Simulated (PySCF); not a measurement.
## C in PySCF: the effect of exact exchange share

C:

```
C
1.0
     0.00000    1.78337    1.78337
     1.78337    0.00000    1.78337
     1.78337    1.78337    0.00000
C
2
Direct
  0.25000 0.25000 0.25000
  0.00000 0.00000 0.00000
```

This isn't the form of C at room conditions, which is graphite.

Alike in all runs:

```yaml
Program: PySCF 2.14.0
Task: atomic charges
Potentials_or_basis: gth-dzvp/gth-pbe (potentials made for PBE)
k_mesh: 3 × 3 × 3
Occupations: fixed
Spin: no spin polarisation
```

```tsv
exact exchange share	functional	gap on the mesh (eV)
0.05	PBE0 form with 5 % exact exchange	4.60
0.1	PBE0 form with 10 % exact exchange	5.04
0.15	PBE0 form with 15 % exact exchange	5.49
0.25	PBE0 form with 25 % exact exchange	?
0.35	PBE0 form with 35 % exact exchange	7.28
0.5	PBE0 form with 50 % exact exchange	8.63
0.75	PBE0 form with 75 % exact exchange	10.91
1	PBE0 form with 100 % exact exchange	13.21
```

Problem. What does the run with exact exchange share 0.25 give?

Solution. gap on the mesh 6.38 eV.

Worked out: A straight line through the other rows of the gap on the mesh, of slope 9.06 eV per unit of exact exchange share, gives 6.39 eV, against the run's 6.38.

Caveats: all runs use coarse meshes; on so small a mesh gaps with full-range exact exchange can be off by tenths of an eV to over 1 eV; the default atom-centred grid shifts energies of crystals by up to some 10 meV an atom and pressures by some 0.5 GPa; an odd mesh through Γ misses points on the zone boundary, where band edges often lie; the basis of atomic orbitals isn't converged, which shifts pressures, moduli and gaps.
